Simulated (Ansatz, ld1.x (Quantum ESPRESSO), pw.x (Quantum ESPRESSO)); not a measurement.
thallium (sc): variants of one PAW potential in the solid

thallium, PAW, made with ld1.x (Quantum ESPRESSO) 7.5 (PBE, scalar-relativistic). Core [Xe] 4f14 5d10, reference 6s2 6p1. Waves: 6s (bound): rcut 1.80, rcutus 2.20 bohr; 6s channel at 2.2 Ry: rcut 1.80, rcutus 2.20 bohr; 6p (bound): rcut 2.00, rcutus 2.75 bohr; 6p channel at 0.4 Ry: rcut 2.00, rcutus 2.75 bohr. Local part: all-electron potential smoothed inside 2.15 bohr (lloc = -1). Core correction: a·sin(br)/r model core, default radius (core density twice the valence density). Augmentation charge: PSQ, inside the norm-conserving radii.

Crystal test: sc Tl in pw.x 7.5, no spin, 10³ k-points, Fermi–Dirac smearing 0.01 Ry, cutoffs set for each file from its atomic test. The reference is all-electron LAPW (Ansatz 0.2.0) with the same functional, mesh and smearing; V0 and B0 come from Birch–Murnaghan fits to the pressures at five volumes. Errors are pseudo minus all-electron; Δ is the rms difference of the E(V) curves that follow from these fits, minima aligned, over ±6 % about the mean V0. Mesh and smearing are coarse, so the numbers serve the comparison and aren't converged zero-temperature values; the lattice is a test structure that the element need not adopt.

All-electron: a0 = 3.252 Å (V0 = 34.39 Å³/atom), B0 = 21.3 GPa.

Base: This is a poor potential for the solid. The pseudo pressure rises with volume over the whole range, a mechanical instability.

3 further variants are left out: they gave no file fit for a test, a broken result, the same result as the base, or pressures whose basis-set error rivals the error shown.

A dash in a converged row means that the minimum lies outside the volumes sampled.

| change | cutoffs (Ry) | pw.x | mean pressure error (GPa) |
| --- | --- | --- | --- |
| base | 40/320 | converged | -11.63 |
| all radii but the core radius scaled by about 1.05 (s 2.32, p 2.90 bohr, rcut 1.90/2.10); local potential all-electron potential smoothed inside 2.26 bohr (lloc = -1) | 40/320 | converged | -10.79 |

Question: Give the row for: all radii but the core radius scaled by about 1.18 (s 2.60, p 3.26 bohr, rcut 2.14/2.38); local potential all-electron potential smoothed inside 2.56 bohr (lloc = -1).

Answer: pw.x: converged; mean pressure error (GPa): -9.34.
